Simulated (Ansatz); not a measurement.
Consider the following.

Relaxed BeO (wurtzite):

```yaml
crystal:
  lattice:
    - [5.38097, 0.00000, 0.00000]
    - [-1.34524, 2.33003, 0.00000]
    - [0.00000, 0.00000, 4.36988]
  atoms:
    - { symbol: Be, position: [0.33333, 0.33333, 0.00145] }
    - { symbol: Be, position: [0.83333, 0.33333, 0.00145] }
    - { symbol: Be, position: [0.16667, 0.66667, 0.50145] }
    - { symbol: Be, position: [0.66667, 0.66667, 0.50145] }
    - { symbol: O, position: [0.33333, 0.33333, 0.62375] }
    - { symbol: O, position: [0.83333, 0.33333, 0.62375] }
    - { symbol: O, position: [0.16667, 0.66667, 0.12375] }
    - { symbol: O, position: [0.66667, 0.66667, 0.12375] }
```

A phonon eigenvector at M = (0.5, 0.0, 0.0) is frozen into this cell: atom i moves by Q times the vector below, so Q is the largest atomic displacement, in Å. The cell is held. (q is in reciprocal vectors of the primitive cell; the cell shown is doubled to hold the pattern.)

```csv
atom,x,y,z
Be1,-0.283,-0.163,0.945
Be2,0.283,0.163,-0.945
Be3,0.283,0.163,0.945
Be4,-0.283,-0.163,-0.945
O5,-0.533,-0.308,-0.463
O6,0.533,0.308,0.463
O7,0.533,0.308,-0.463
O8,-0.533,-0.308,0.463
```

These are r2SCAN (plane waves to 500 eV, PAW, scalar-relativistic; Ansatz, a first-principles code) values and carry that method's errors. k mesh 7×14×8 (Γ-centred), Fermi-Dirac smearing 0.05 eV. E stands for the smeared free energy. BeO was relaxed with its symmetry unable to fall. The zero of ΔE is the undisplaced structure.

The scan covers Q from -0.180 to 0.180 Å in 13 points.

Task: Is this a single well or a double well?

Result: A single well with its minimum at or next to zero displacement.

Task: Which space group does the distorted structure have?

Result: Pmn2_1 (No. 31), lowered from P6_3mc.

Task: What is the energy change at Q = 0.180 Å?

Result: 2319 meV/cell.

Task: What harmonic wavenumber does the curvature at Q = 0 give?

Result: 712 cm⁻¹.

(For displaced atoms, the force is minus the slope of the energy, and its curvature is a force constant, which sets phonon frequencies.)
